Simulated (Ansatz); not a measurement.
Given:

Relaxed CaF2 (fluorite):

```yaml
crystal:
  lattice:
    - [0.00000, 5.51096, 5.51096]
    - [2.75548, 0.00000, 2.75548]
    - [2.75548, 2.75548, 0.00000]
  atoms:
    - { symbol: Ca, position: [0.00000, 0.00000, 0.00000] }
    - { symbol: Ca, position: [0.50000, 0.00000, 0.00000] }
    - { symbol: F, position: [0.12500, 0.25000, 0.25000] }
    - { symbol: F, position: [0.62500, 0.25000, 0.25000] }
    - { symbol: F, position: [0.37500, 0.75000, 0.75000] }
    - { symbol: F, position: [0.87500, 0.75000, 0.75000] }
```

A phonon eigenvector at L = (0.5, 0.0, 0.0) is frozen into this cell: atom i moves by Q times the vector below, so Q is the largest atomic displacement, in Å. The cell is held. (q is in reciprocal vectors of the primitive cell; the cell shown is doubled to hold the pattern.)

| atom | x | y | z |
|---|---|---|---|
| F3 | -0.577 | 0.577 | 0.577 |
| F4 | 0.577 | -0.577 | -0.577 |
| F5 | -0.577 | 0.577 | 0.577 |
| F6 | 0.577 | -0.577 | -0.577 |

Atoms not listed stay in place.

These are PBE (plane waves to 420 eV, PAW, scalar-relativistic; Ansatz, a first-principles code) values and carry that method's errors. k mesh 5×10×10 (Γ-centred), Fermi-Dirac smearing 0.05 eV. Energies are smeared free energies. CaF2 was relaxed with its symmetry unable to fall. ΔE is measured from the undisplaced structure.

The scan covers Q from -0.280 to 0.280 Å in 13 points.

Which space group does the distorted structure have?

R-3m (No. 166), lowered from Fm-3m.

What is the energy change at Q = 0.280 Å?

1163 meV/cell.

What harmonic wavenumber does the curvature at Q = 0 give?

319 cm⁻¹.

(For displaced atoms, the force is minus the slope of the energy, and its curvature is a force constant, which sets phonon frequencies.)
